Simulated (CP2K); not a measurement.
Crystal: Au.

```xyz
2
Lattice="2.9197 0.0000 0.0000 -1.5553 2.4710 0.0000 0.0000 0.0000 4.8932" Properties=species:S:1:pos:R:3 pbc="T T T"
Au   -0.0576    1.6440    1.2233
Au    1.4220    0.8270    3.6699
```

This isn't the form of Au at room conditions, which is fcc.

```yaml
Program: CP2K 2026.2
Task: single point
Functional: PBE
Potentials_or_basis: POTENTIAL_UZH Au GTH-PBE-q11; TZVP-MOLOPT-PBE-GTH basis
Density_cutoff: 6803 eV
k_mesh: 11 × 11 × 6
Occupations: fermi-dirac, width 0.05 eV
Spin: no spin polarisation
```

On this cell: pressure 7.6 GPa; largest force 0.037 eV/Å; band gap on the k mesh none (metal or under the smearing width).

The same run follows on a disturbed copy (atoms moved at random, drawn with an rms of 0.05 Å):

```xyz
2
Lattice="2.9197 0.0000 0.0000 -1.5553 2.4710 0.0000 0.0000 0.0000 4.8932" Properties=species:S:1:pos:R:3 pbc="T T T"
Au   -0.0387    1.6120    1.2327
Au    1.4197    0.7724    3.6292
```

Q: What does the disturbed cell give?

A: The energy (extrapolated to zero smearing) moves by +4.5 meV/atom; pressure 7.9 GPa; largest force 0.375 eV/Å; band gap on the k mesh none (metal or under the smearing width).

Forces in eV/Å, atoms in the order of the input:
```
Au   0.025 -0.031 -0.373
Au  -0.025  0.031  0.373
```

Stress tensor (GPa, compression positive):
```
 7.29  2.21 -0.01
 2.21 10.29  0.13
-0.01  0.13  6.04
```

Caveats: the basis of atomic orbitals isn't converged, which shifts pressures, moduli and gaps.
